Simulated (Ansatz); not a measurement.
# AlN: the cost of one run

Method: DFT PBE, scalar-relativistic, plane waves, PAW, in Ansatz 0.2.0.

## 1. Starting point

It takes space group F-43m (No. 216, cubic). Conventional cell: a = 4.368 Å, b = 4.368 Å, c = 4.368 Å, α = 90.00°, β = 90.00°, γ = 90.00°. Al (site symmetry -43m) has 4 N at 1.89 Å in its first shell of neighbours. N (site symmetry -43m) has 4 Al at 1.89 Å in its first shell of neighbours.

As a file:

```xyz
12
Lattice="2.1840 -2.1840 0.0000 2.1840 0.0000 -2.1840 8.7360 8.7360 8.7360" Properties=species:S:1:pos:R:3 pbc="T T T"
Al    4.3680    0.0000    0.0000
Al    0.0000    0.0000    0.0000
Al    4.3680    2.1840    2.1840
Al    8.7360    4.3680    4.3680
Al    4.3680    4.3680    4.3680
Al    8.7360    6.5520    6.5520
N     7.6440    3.2760    3.2760
N     7.6440    1.0920    1.0920
N     7.6440    5.4600    5.4600
N     3.2760   -1.0920   -1.0920
N     7.6440    7.6440    7.6440
N     3.2760    1.0920    1.0920
```

It goes back to an entry of the Materials Project, which need not be the stable form.

No relaxation comes first: the listed cell is the starting point.

## 2. Zero of energy

The cell is repeated 6 times, 12 atoms in all. Reference values: F = -5545.2206 eV; pressure 4.86 GPa; largest force 0.000 eV/Å; gap on the mesh 3.33 eV. It was computed beforehand with the settings of the runs below.

## 3. The scan: sliding across a plane

The cut lies on the cell's a–b face, a (1 -1 1) plane of area 8.26 Å², between layers 1.89 Å apart (N below, Al above); the cell is 15.1 Å thick. Vector c is tilted by f times 1·a + 1·b (length 5.350 Å) with the atoms' Cartesian places fixed: one unrelaxed fault per cell.

## 4. At f = 0.167

File input.yaml:

```yaml
crystal:
  lattice:
    - [2.1839935596, -2.1839935596, 0.0]
    - [2.1839935596, 0.0, -2.1839935596]
    - [9.4641176912, 8.371902512, 8.371902512]
  atoms:
    - { symbol: Al, position: [0.6562534733, 0.6562534733, 0.0624666667] }
    - { symbol: Al, position: [-0.14932986, -0.14932986, 0.8958] }
    - { symbol: Al, position: [0.2951368067, 0.2951368067, 0.2291333333] }
    - { symbol: Al, position: [0.5729034733, 0.5729034733, 0.5624666667] }
    - { symbol: Al, position: [-0.06597986, -0.06597986, 0.3958] }
    - { symbol: Al, position: [0.2117868067, 0.2117868067, 0.7291333333] }
    - { symbol: "N", position: [0.5937409733, 0.5937409733, 0.4374666667] }
    - { symbol: "N", position: [0.95485764, 0.95485764, 0.2708] }
    - { symbol: "N", position: [0.2326243067, 0.2326243067, 0.6041333333] }
    - { symbol: "N", position: [0.5103909733, 0.5103909733, 0.9374666667] }
    - { symbol: "N", position: [-0.12849236, -0.12849236, 0.7708] }
    - { symbol: "N", position: [0.3159743067, 0.3159743067, 0.1041333333] }
basis:
  ecutwfc: 420
kpoints:
  mp_grid: { grid: [8, 8, 2] }
hamiltonian:
  xc: pbe
scf:
  occupations: { method: gaussian, width: 0.05 }
output:
  forces: true
  stress: true
  eigenvalues: true
  write_density: true
  write_potential: true
  elf: true
  volumetric_format: npy
```

Run with:

```sh
ansatz run input.yaml --threads 2 --pin off --max-ram 5120MiB --backend cpu --events-out ev --progress --plain --runs-dir out
```

**Question.** How long does this run take on 2 threads of Intel Xeon Platinum 8259CL at 2.50GHz (Skylake/Cascade Lake), shared host, and how much memory does it need?

About 9.2 s, with a peak of 0.51 GiB.
